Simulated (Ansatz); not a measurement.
Born–Oppenheimer molecular dynamics of a periodic cell of 16 atoms, Si (start crystal Si, start structure Fd-3m, volume 1.1 times the crystal's). It goes on from the last frame of an earlier run, with new velocities.

Method: DFT PBE, scalar-relativistic, plane waves, PAW in Ansatz. Settings: cutoff 420 eV, k mesh 2x2x2, fermi-dirac smearing 0.36 eV, no spin polarisation.

```yaml
ensemble: NVT, Langevin thermostat
time_step: 1.5 fs
steps_asked: 100
set_temperature: 3360 K
friction: 0.02 /fs
temperature_schedule: 75 steps to 300 K, then 25 steps to 300 K
seed: 475905
```

First frame:

```xyz
16
Lattice="0.0000 5.6125 5.6125 5.6125 0.0000 5.6125 5.6125 5.6125 0.0000" Properties=species:S:1:pos:R:3
Si -0.448 -0.797 0.005
Si 1.230 1.460 1.157
Si 2.370 3.370 0.129
Si 3.890 4.511 1.864
Si 2.029 -0.523 2.046
Si 3.984 0.642 4.297
Si 5.282 2.641 2.391
Si 5.831 4.391 3.901
Si -0.641 2.805 2.953
Si 1.394 3.445 4.529
Si 2.646 5.286 3.725
Si 3.860 7.686 4.674
Si 2.629 2.949 6.970
Si 4.396 4.736 7.721
Si 5.603 6.406 6.304
Si 7.698 6.568 7.264
```

Question: What does the run give?

Answer: All steps were run.

| Property | Result |
| --- | --- |
| steps done | 100 |
| time covered | 150 fs |
| mean temperature over the second half | 899 K |
| spread of the potential energy over the second half | 12.5 meV per atom |
| mean potential energy of the second half above the start | -55.8 meV per atom |

The schedule's set-point averaged 560 K over the second half and the system 899 K, so it lags behind the ramp. A run of 0.15 ps of so small a system gives no equilibrium averages. Limits of this set-up: coarse k mesh.

Question: What happens to the structure?

Answer: Mean squared displacements from the first frame to the last, about the centre of mass: Si 0.90 Å². The details hang on the random start.

Question: How do temperature and energy run in time?

Answer: 
| time (fs) | T (K) | potential energy less start (eV) |
| --- | --- | --- |
| 0.0 | 3150 | 0.000 |
| 12.0 | 2622 | 1.141 |
| 24.0 | 3676 | 0.393 |
| 36.0 | 4182 | 0.247 |
| 48.0 | 3576 | -0.808 |
| 60.0 | 2203 | -1.062 |
| 72.0 | 1637 | -0.320 |
| 84.0 | 1560 | -0.685 |
| 96.0 | 1207 | -1.067 |
| 108.0 | 857 | -0.954 |
| 120.0 | 633 | -0.926 |
| 132.0 | 457 | -0.846 |
| 144.0 | 507 | -1.071 |

Time of the run: 11 min on 1 thread of Intel(R) Xeon(R) Platinum 8259CL CPU @ 2.50GHz (Skylake/Cascade Lake), on a shared host, peak memory 0.73 GiB.
